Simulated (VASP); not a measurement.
# Hf (P6_3/mmc) in VASP: notebook

The runs below take Hf through relaxation of cell and atoms, with LDA.

All numbers are computed with VASP 6.6.1; they aren't measurements. Logs are shortened: lines on timing, memory, paths and dates and some standing lists are left out, and cuts for length are marked.

### 1 The crystal as given

The structure is hexagonal, space group P6_3/mmc (No. 194). The conventional cell has a = 2.925 Å, b = 2.925 Å, c = 4.700 Å, α = 90.00°, β = 90.00°, γ = 120.00°. Hf (site symmetry -6m2) is surrounded by 12 Hf at 2.89 to 2.92 Å.

### 2 Relaxation of cell and atoms, LDA, target pressure 12 GPa, at which the enthalpy is minimised

File INCAR:

```
PREC     = Accurate       # precision mode
ENCUT    = 350            # plane-wave cutoff, eV
EDIFF    = 1E-7           # SCF threshold, eV
ISMEAR   = 0              # smearing method
SIGMA    = 0.1            # smearing width, eV
LREAL    = F              # projectors in reciprocal space
LASPH    = T              # aspherical terms in the spheres
NELM     = 80             # most SCF steps
ALGO     = Normal         # electronic algorithm
ISIF     = 3              # what is computed and relaxed
LWAVE    = F              # write WAVECAR
LCHARG   = F              # write CHGCAR
IBRION   = 2              # ionic algorithm
NSW      = 80             # ionic steps
EDIFFG   = -0.002         # ionic threshold
PSTRESS  = 120.0
```

File KPOINTS:

```
regular mesh
0
Gamma
  9 9 4
```

File POSCAR:

```
Hf                                      
1.0
    2.9245237144      0.0000000000     -0.0000000000
   -1.4622618572      2.5327118408      0.0000000000
    0.0000000000     -0.0000000000      4.7003436633
  Hf            
     2
Direct
     0.3333333300000021    0.6666666699999979    0.2500000000000000
     0.6666666699999979    0.3333333300000021    0.7500000000000000
```

Potentials or basis: VASP PAW LDA potentials, release 64 (Hf_pv).

Started as:

```
cat potpaw_LDA.64/Hf_pv/POTCAR > POTCAR
mpirun -np 1 vasp_std > vasp.out
```

OUTCAR:

```text
PREC = Accurate
   ENCUT = 350
   EDIFF = 1E-7
   ISMEAR = 0
   LREAL = F
   LASPH = T
   NELM = 80
   ISIF = 3
   IBRION = 2
   NSW = 80
   EDIFFG = -0.002
   PSTRESS = 120.0

 ion  position               nearest neighbor table
   1  0.333  0.667  0.250-   2 2.89   2 2.89   2 2.89   2 2.89   2 2.89   2 2.89
   2  0.667  0.333  0.750-   1 2.89   1 2.89   1 2.89   1 2.89   1 2.89   1 2.89

  LATTYP: Found a hexagonal cell.
 ALAT       =     2.9245237144
 C/A-ratio  =     1.6072168060

  Lattice vectors:

 A1 = (   2.9245237144,   0.0000000000,   0.0000000000)
 A2 = (  -1.4622618572,   2.5327118408,   0.0000000000)
 A3 = (   0.0000000000,   0.0000000000,   4.7003436633)

Analysis of symmetry for initial positions (statically):
=====================================================================
 Subroutine PRICEL returns:
 Original cell was already a primitive cell.

 Routine SETGRP: Setting up the symmetry group for a
 hexagonal supercell.

 Subroutine GETGRP returns: Found 24 space group operations
 (whereof 12 operations were pure point group operations)
 out of a pool of 24 trial point group operations.

The static configuration has the point symmetry D_3d.
 The point group associated with its full space group is D_6h.

Analysis of symmetry for dynamics (positions and initial velocities):
=====================================================================
 Subroutine PRICEL returns:
 Original cell was already a primitive cell.

 Routine SETGRP: Setting up the symmetry group for a
 hexagonal supercell.

 Subroutine GETGRP returns: Found 24 space group operations
 (whereof 12 operations were pure point group operations)
 out of a pool of 24 trial point group operations.

The dynamic configuration has the point symmetry D_3d.
 The point group associated with its full space group is D_6h.

 Subroutine INISYM returns: Found 24 space group operations
 (whereof 12 operations are pure point group operations),
 and found     1 'primitive' translations

----------------------------------------------------------------------------------------

                                     Primitive cell

  volume of cell :      34.8153

[... 100 lines left out ...]
   NUPDOWN=      -1.0000    fix difference up-down
   EMIN   =  10.00;   EMAX   =-10.00  energy-range for DOS
   EFERMI =   0.00;   METHOD = LEGACY
   ISMEAR =     0;   SIGMA  =   0.10  broadening in eV -4-tet -1-fermi 0-gaus
   EFERMI_NEDOS =   21; number of points for ismear=-14 and -15
   IALGO  =     38    algorithm
   IMIX   =      4    mixing-type and parameters
     AMIX     =   0.40;   BMIX     =  1.00
     AMIX_MAG =   1.60;   BMIX_MAG =  1.00
  volume/ion in A,a.u.               =      17.41       117.47
  Fermi-wavevector in a.u.,A,eV,Ry     =   1.360906  2.571739 25.198859  1.852064
  Thomas-Fermi vector in A             =   2.487527
   LORBIT       =      0    0 simple, 1 ext, 2 COOP (PROOUT), +10 PAW based schemes
   GGA     = CA    functional components
   LHFCALC =     F    Hartree Fock is set to
   AEXX    =    0.0000 exact exchange contribution
   IVDW    =     0    specifies the selected vdW correction
   LEPSILON=     F    determine dielectric tensor
   LRPA    =     F    only Hartree local field effects (RPA)
 conjugate gradient relaxation of ions
 non-spin polarized calculation
 Gauss-broadening in eV      SIGMA  =   0.10
  energy-cutoff  :      350.00
  volume of cell :       34.82
 maximum number of plane-waves:       537
 NGX is ok and might be reduce to    18
   NGX =  9   NGY =  9   NGZ = 15

--------------------------------------- Ionic step        1  -------------------------------------------

 number of electron      19.9999994 magnetization

 Free energy of the ion-electron system (eV)
  ---------------------------------------------------
  ext. energy  EPLUGINS =         0.00000000
  ---------------------------------------------------
  free energy    TOTEN  =       -20.83925926 eV

  energy without entropy =      -20.82915734  energy(sigma->0) =      -20.83420830

------------------------ aborting loop because EDIFF is reached ----------------------------------------

  FORCE on cell =-STRESS in cart. coord.  units (eV):
  Direction    XX          YY          ZZ          XY          YZ          ZX
  --------------------------------------------------------------------------------------
  -------------------------------------------------------------------------------------
  Total        6.5199503      6.5199504      6.5149020      0.0000000      0.0000000      0.0000000
  in kB      300.0435724    300.0435748    299.8112522      0.0000000      0.0000000      0.0000000
  external PRESSURE =     179.9661332 kB  Pullay stress =     120.0000000 kB
[... 291 lines left out ...]
--------------------------------------- Ionic step        9  -------------------------------------------

 number of electron      19.9999998 magnetization

 Free energy of the ion-electron system (eV)
  ---------------------------------------------------
  ext. energy  EPLUGINS =         0.00000000
  ---------------------------------------------------
  free energy    TOTEN  =       -21.28129860 eV

  energy without entropy =      -21.27208768  energy(sigma->0) =      -21.27669314

 E-fermi :   5.9799     XC(G=0): -12.2015

 val. band max:        5.9562312269   @ k =   0.3333   0.2222   0.5000
 cond. band min:       6.0053943419   @ k =   0.3333   0.3333   0.5000
 fundamental gap:      0.0491631151
 Fermi energy:         5.9799294198

 k-point     1 :       0.0000    0.0000    0.0000
  band No.  band energies     occupation
      1     -24.9791      2.00000
      2     -23.7465      2.00000
      3     -23.7465      2.00000
      4     -23.5420      2.00000
      5     -23.5420      2.00000
      6     -23.5277      2.00000
      7      -1.8586      2.00000
      8       1.7170      2.00000
      9       7.0794      0.00000
     10       7.0794      0.00000
     11       7.3596      0.00000
     12       7.3974      0.00000
     13       8.0625      0.00000
     14       8.0625      0.00000
[... 377 lines left out ...]
      1     -24.5436      2.00000
      2     -24.5436      2.00000
      3     -24.4918      2.00000
      4     -24.1619      2.00000
      5     -23.8901      2.00000
      6     -23.8901      2.00000
      7       3.5696      2.00000
      8       4.0082      2.00000
      9       4.0082      2.00000
     10       4.5402      2.00000
     11       6.1216      0.04517
     12       6.1216      0.04517
     13       8.2252      0.00000
     14      10.5569      0.00000

 [... further k-points ...]
[... 5 lines left out ...]
  --------------------------------------------------------------------------------------
  -------------------------------------------------------------------------------------
  Total        2.8677065      2.8677065      2.8635514      0.0000000      0.0000000     -0.0000000
  in kB      120.0267925    120.0267938    119.8528841      0.0000000      0.0000000     -0.0000000
  external PRESSURE =      -0.0311766 kB  Pullay stress =     120.0000000 kB
[... 21 lines left out ...]
  energy  without entropy=      -21.2720876831  energy(sigma->0) =      -21.27669314

  enthalpy is  TOTEN    =       -18.4142322614 eV   P V=        2.8670663373

 reached required accuracy - stopping structural energy minimisation
```

OSZICAR:

```text
N       E                     dE             d eps       ncg     rms          rms(c)
DAV:   1     0.402712696112E+02    0.40271E+02   -0.99858E+03  1024   0.105E+03
DAV:   2    -0.198545456290E+02   -0.60126E+02   -0.59155E+02  1272   0.236E+02
DAV:   3    -0.213768027265E+02   -0.15223E+01   -0.15146E+01  1308   0.267E+01
[... 72 lines left out ...]
DAV:   2    -0.212814030802E+02    0.29482E-03   -0.60332E-04  1020   0.208E-01    0.688E-02
DAV:   3    -0.212813078869E+02    0.95193E-04   -0.18019E-04  1020   0.109E-01    0.396E-02
DAV:   4    -0.212812997590E+02    0.81279E-05   -0.17373E-05  1154   0.345E-02    0.348E-02
DAV:   5    -0.212812985823E+02    0.11767E-05   -0.25678E-06  1170   0.977E-03    0.661E-03
DAV:   6    -0.212812985987E+02   -0.16320E-07   -0.12763E-07   594   0.284E-03
   9 F= -.18414232E+02 E0= -.18409627E+02  d E =-.382193E-04
```

It took 23 s on 1 thread of Intel Xeon 6975P-C (Granite Rapids), shared host; peak memory 0.13 GiB.

Results:

```
Free energy                                            : -21.2813 eV
Relaxed volume                                         : 19.14 Å³/atom
Relaxed cell                                           : a = 3.029 Å, b = 3.029 Å, c = 4.817 Å, α = 90.00°, β = 90.00°, γ = 120.00°
Space group after relaxing (to 0.05 Å)                 : P6_3/mmc (No. 194)
Energy change on relaxing (the enthalpy is what falls) : -221.0 meV/atom
Ionic steps                                            : 9
Pressure after relaxing                                : 12.0 GPa
Band gap on the k mesh                                 : none (metal or under the smearing width)
```

The path:
```csv
step,energy change (eV),largest force (eV/Å),pressure (GPa),volume (Å³)
1,0.0000,0.0000,30.00,34.82
2,-0.4180,0.0000,-10.02,45.63
3,-0.4526,0.0000,11.18,38.45
4,-0.4396,0.0000,11.93,38.27
5,-0.4342,0.0000,12.24,38.20
6,-0.4377,0.0000,12.23,38.22
7,-0.4380,0.0000,12.23,38.23
8,-0.4482,0.0000,11.64,38.36
9,-0.4420,0.0000,12.00,38.28
```

Final structure:
```yaml
crystal:
  lattice:
    - [3.02910, 0.00000, 0.00000]
    - [-1.51455, 2.62328, 0.00000]
    - [0.00000, 0.00000, 4.81736]
  atoms:
    - { symbol: Hf, position: [0.33333, 0.66667, 0.25000] }
    - { symbol: Hf, position: [0.66667, 0.33333, 0.75000] }
```

Levels at points of the mesh, in eV from the Fermi level:
| k point | band 6 | band 7 | band 8 | band 9 | band 10 | band 11 | band 12 | band 13 | band 14 |
| --- | --- | --- | --- | --- | --- | --- | --- | --- | --- |
| (0.00, 0.00, 0.00) | -29.51 | -7.84 | -4.26 | 1.10 | 1.10 | 1.38 | 1.42 | 2.08 | 2.08 |
| (0.00, 0.00, 0.50) | -29.62 | -5.58 | -5.58 | 0.05 | 0.05 | 0.98 | 0.98 | 0.98 | 0.98 |

Caveat: the cell is relaxed towards a set pressure, so the enthalpy falls and the energy may rise.

### 3 Relaxation of cell and atoms, LDA, target pressure 12 GPa, at which the enthalpy is minimised

This run uses another cell than the first one, of 19.14 Å³/atom, 1.100 times its volume.

INCAR is that of step 2.

KPOINTS is that of step 2.

File POSCAR:

```
Hf                                      
1.0
    3.0291001152      0.0000000000      0.0000000000
   -1.5145500576      2.6232776643     -0.0000000000
    0.0000000000      0.0000000000      4.8173609623
  Hf            
     2
Direct
     0.3333333300000021    0.6666666699999979    0.2500000000000000
     0.6666666699999979    0.3333333300000021    0.7500000000000000
```

Potentials or basis: VASP PAW LDA potentials, release 64 (Hf_pv).

Started as:

```
cat potpaw_LDA.64/Hf_pv/POTCAR > POTCAR
mpirun -np 1 vasp_std > vasp.out
```

It took 15 s on 1 thread of Intel Xeon 6975P-C (Granite Rapids), shared host; peak memory 0.12 GiB.

It converged, with:

| Property | Result |
| --- | --- |
| Free energy | -21.2877 eV |
| Relaxed volume | 19.15 Å³/atom |
| Relaxed cell | a = 3.030 Å, b = 3.030 Å, c = 4.817 Å, α = 90.00°, β = 90.00°, γ = 120.00° |
| Space group after relaxing (to 0.05 Å) | P6_3/mmc (No. 194) |
| Energy change on relaxing (the enthalpy is what falls) | -0.6 meV/atom |
| Ionic steps | 9 |
| Pressure after relaxing | 12.0 GPa |
| Band gap on the k mesh | none (metal or under the smearing width) |

Step by step:
| step | energy change (eV) | largest force (eV/Å) | pressure (GPa) | volume (Å³) |
| --- | --- | --- | --- | --- |
| 1 | 0.0000 | 0.0000 | 12.06 | 38.28 |
| 2 | -0.0028 | 0.0000 | 11.90 | 38.32 |
| 3 | -0.0012 | 0.0000 | 11.99 | 38.30 |
| 4 | -0.0011 | 0.0000 | 11.98 | 38.29 |
| 5 | -0.0006 | 0.0000 | 12.02 | 38.29 |
| 6 | -0.0009 | 0.0000 | 12.02 | 38.29 |
| 7 | -0.0011 | 0.0000 | 12.02 | 38.29 |
| 8 | -0.0011 | 0.0000 | 12.01 | 38.29 |
| 9 | -0.0012 | 0.0000 | 12.00 | 38.30 |

Final structure:
```
Hf
1.0
     3.02972    0.00000    0.00000
    -1.51486    2.62382    0.00000
     0.00000    0.00000    4.81743
Hf
2
Direct
  0.33333 0.66667 0.25000
  0.66667 0.33333 0.75000
```

Levels at points of the mesh, in eV from the Fermi level:
```tsv
k point	band 7	band 8	band 9	band 10	band 11	band 12	band 13	band 14
(0.00, 0.00, 0.00)	-7.84	-4.26	1.10	1.10	1.38	1.42	2.08	2.08
(0.00, 0.00, 0.50)	-5.58	-5.58	0.05	0.05	0.98	0.98	0.98	0.98
```

Caveat: the cell is relaxed towards a set pressure, so the enthalpy falls and the energy may rise. The run has no spin-orbit coupling, so splittings on Hf are missing.

### 4 Relaxation of cell and atoms, LDA, target pressure 0.0001 GPa, at which the enthalpy is minimised

This run uses another cell than the first one, of 19.15 Å³/atom, 1.100 times its volume.

INCAR: that of step 3 with these lines changed.

```diff
@@ -15,2 +15,2 @@
 EDIFFG   = -0.002         # ionic threshold
-PSTRESS  = 120.0
+PSTRESS  = 0.001
```

KPOINTS is that of step 3.

File POSCAR:

```
Hf                                      
1.0
    3.0297217822      0.0000000000      0.0000000000
   -1.5148608911      2.6238160460     -0.0000000000
   -0.0000000000     -0.0000000000      4.8174296523
  Hf            
     2
Direct
     0.3333333300000021    0.6666666699999979    0.2500000000000000
     0.6666666699999979    0.3333333300000021    0.7500000000000000
```

Started as:

```
cat potpaw_LDA.64/Hf_pv/POTCAR > POTCAR
mpirun -np 1 vasp_std > vasp.out
```

Wall time 25 s (1 thread of Intel Xeon 6975P-C (Granite Rapids), shared host); peak memory 0.13 GiB.

The run converged. Its results:

| Item | Value |
| --- | --- |
| Free energy | -21.4049 eV |
| Relaxed volume | 20.81 Å³/atom |
| Relaxed cell | a = 3.122 Å, b = 3.122 Å, c = 4.932 Å, α = 90.00°, β = 90.00°, γ = 120.00° |
| Space group after relaxing (to 0.05 Å) | P6_3/mmc (No. 194) |
| Energy change on relaxing (the enthalpy is what falls) | -58.6 meV/atom |
| Ionic steps | 9 |
| Pressure after relaxing | 0.0 GPa |
| Band gap on the k mesh | none (metal or under the smearing width) |

The path:
```
step  energy change (eV)  largest force (eV/Å)  pressure (GPa)  volume (Å³)
   1              0.0000                0.0000           11.99        38.30
   2              0.0971                0.0000          -12.06        46.80
   3             -0.1165                0.0000           -0.29        41.70
   4             -0.1166                0.0000           -0.03        41.61
   5             -0.1165                0.0000            0.18        41.54
   6             -0.1171                0.0000            0.17        41.56
   7             -0.1171                0.0000            0.17        41.56
   8             -0.1171                0.0000           -0.20        41.68
   9             -0.1171                0.0000            0.00        41.62
```

Final structure:
```
Hf
1.0
     3.12160    0.00000    0.00000
    -1.56080    2.70338    0.00000
     0.00000    0.00000    4.93160
Hf
2
Direct
  0.33333 0.66667 0.25000
  0.66667 0.33333 0.75000
```

Levels at points of the mesh, in eV from the Fermi level:
```
           k point  band 8  band 9  band 10  band 11  band 12  band 13
(0.00, 0.00, 0.00)   -3.92    1.12     1.13     1.13     1.46     2.03
(0.00, 0.00, 0.50)   -5.42    0.14     0.14     1.01     1.01     1.01
```

Caveat: the cell is relaxed towards a set pressure, so the enthalpy falls and the energy may rise. The run has no spin-orbit coupling, so splittings on Hf are missing.
